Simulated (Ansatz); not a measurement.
Runs of Ansatz 0.2.0 on InSe. Symmetry: P-6m2, No. 187, hexagonal system. The conventional cell has a = 4.047 Å, b = 4.047 Å, c = 18.052 Å, α = 90.00°, β = 90.00°, γ = 120.00°. In (site symmetry 3m) is surrounded by 3 Se at 2.65 Å and 1 In at 2.79 Å. In (site symmetry 3m) has 3 Se at 2.65 Å and 1 In at 2.79 Å as nearest neighbours. Around Se (site symmetry 3m) lie 3 In at 2.65 Å. Around Se (site symmetry 3m) lie 3 In at 2.65 Å. Measurements of this composition are mostly on another form, of space group No. 160.

| task | level | cell | cutoff (eV) | points for each segment of the path | gap on the mesh (eV) | pressure (GPa) | largest force (eV/Å) |
| --- | --- | --- | --- | --- | --- | --- | --- |
| band structure | LDA | as given | 420 | 10 | 0.50 | -2.3 | 0.15 |
| band structure | PBEsol | as given | 420 | 10 | 0.64 | -0.8 | 0.06 |
| band structure | r2SCAN | as given | 500 | 10 | (a) | -0.1 | (b) |
| relaxation of cell and atoms | LDA | relaxed | 420 | - | 0.18 | 0.0 | - |

Alike in all rows: potentials or basis Ansatz PAW; no spin polarisation; k mesh 8 × 8 × 2; smearing fermi-dirac 0.05 eV.

Question: Estimate the missing entries.

Answer: (a) 1.14; (b) 0.03.

Caveats: spin-orbit coupling is left out, which moves the levels of the heavy elements; the PAW data sets come from PBE, with cores solved anew for the run's functional, which leaves a small shift of forces and pressure; this functional lacks dispersion, which binds the layers, so the pressure and a relaxed spacing across them are unreliable (some runs); the plane-wave basis is chosen anew once the cell has moved, so the energies of steps on either side of that aren't comparable (some runs).

A k mesh can miss the band edges, and the runs leave out spin-orbit coupling on In, Se.

Runs at the PBE level aren't shown here.
